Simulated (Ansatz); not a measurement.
NaF: vibrational free energy, entropy and heat capacity

Computed with DFT PBE, scalar-relativistic, plane waves, PAW (Ansatz). Settings: 420 eV plane-wave cutoff, Γ-centred 8×8×8 mesh, fixed occupations. No spin polarisation. Phonons by linear response, acoustic sum rule imposed.

Relaxed structure:
```cif
data_structure
_symmetry_space_group_name_H-M 'Fm-3m'
_symmetry_Int_Tables_number 225
_cell_length_a 4.7010
_cell_length_b 4.7010
_cell_length_c 4.7010
_cell_angle_alpha 90.000
_cell_angle_beta 90.000
_cell_angle_gamma 90.000
_cell_volume 103.89
loop_
_atom_site_label
_atom_site_type_symbol
_atom_site_symmetry_multiplicity
_atom_site_Wyckoff_symbol
_atom_site_fract_x
_atom_site_fract_y
_atom_site_fract_z
_atom_site_occupancy
Na1 Na 4 a 0.00000 0.00000 0.00000 1
F1 F 4 b 0.50000 0.00000 0.00000 1
```

The cell has the rock salt type, in a space group that the Crystallography Open Database lists for this formula; it was reached from a generator's guess.

Force constants from linear response on a 4×4×4 q mesh, interpolated to a fine mesh.

Q: How much zero-point energy does an atom carry?

A: 39.0 meV.

Q: How large are the vibrational entropy and heat capacity at 300 K?

A: S = 3.26 k_B and C_V = 2.74 k_B per atom, 91 % of the Dulong–Petit value.

Q: Tabulate them against temperature.

A:
```csv
T (K),F_vib (meV/atom),S (k_B/atom),C_V (k_B/atom)
100,37.1,0.78,1.51
200,24.0,2.19,2.47
300,0.3,3.26,2.74
400,-31.3,4.06,2.85
500,-69.2,4.70,2.90
600,-112.1,5.24,2.93
700,-159.2,5.69,2.95
800,-210.0,6.08,2.96
900,-264.0,6.43,2.97
1000,-320.8,6.75,2.98
```
